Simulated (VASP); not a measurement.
A run of VASP 6.6.1:

File INCAR:

```
SYSTEM = ZnGa2O4
PREC = Accurate
ENCUT = 600
EDIFF = 1E-7
ISMEAR = 0
SIGMA = 0.03
LREAL = .False.
LASPH = .True.
NELM = 80
ALGO = Normal
ISIF = 3
LWAVE = .False.
LCHARG = .False.
IBRION = 2
NSW = 90
EDIFFG = -0.005
KPAR = 4
```

Contents of KPOINTS:

```
Automatic mesh
0
Gamma
  6 6 6
  0 0 0
```

The input POSCAR:

```
ZnGa2O4                                 
1.0
   -0.0000000000      4.1318880481      4.1318880481
    4.1318880481     -0.0000000000      4.1318880481
    4.1318880481      4.1318880481     -0.0000000000
  Zn              Ga              O             
     2     4     8
Direct
     0.5000000000000000    0.5000000000000000    0.5000000000000000
     0.7500000000000000    0.7500000000000000    0.7500000000000000
     0.1250000000000000    0.1250000000000000    0.6250000000000000
     0.1250000000000000    0.6250000000000000    0.1250000000000000
     0.6250000000000000    0.1250000000000000    0.1250000000000000
     0.1250000000000000    0.1250000000000000    0.1250000000000000
     0.8860950630515869    0.3417148108452390    0.8860950630515869
     0.3639049369484130    0.3639049369484130    0.9082851891547610
     0.3639049369484130    0.3639049369484130    0.3639049369484130
     0.9082851891547610    0.3639049369484130    0.3639049369484130
     0.8860950630515869    0.8860950630515869    0.8860950630515869
     0.3417148108452390    0.8860950630515869    0.8860950630515869
     0.3639049369484130    0.9082851891547610    0.3639049369484130
     0.8860950630515869    0.8860950630515869    0.3417148108452390
```

Potentials or basis: VASP PAW LDA potentials, release 64 (Zn, Ga_d, O).

Run with:

```console
$ cat potpaw_LDA.64/Zn/POTCAR potpaw_LDA.64/Ga_d/POTCAR potpaw_LDA.64/O/POTCAR > POTCAR
$ mpirun -np 4 vasp_std > vasp.out
```

Hardware: 4 MPI ranks on Intel(R) Xeon(R) Platinum 8259CL CPU @ 2.50GHz (Skylake/Cascade Lake), with other jobs on the host.

Q: How long does it take, and how much memory?

A: Run time: 3.2 min on 4 MPI ranks on Intel(R) Xeon(R) Platinum 8259CL CPU @ 2.50GHz (Skylake/Cascade Lake) (shared host), peak memory 0.37 GiB a rank. Counts: scf iterations 31, k points 16, ion steps 3.
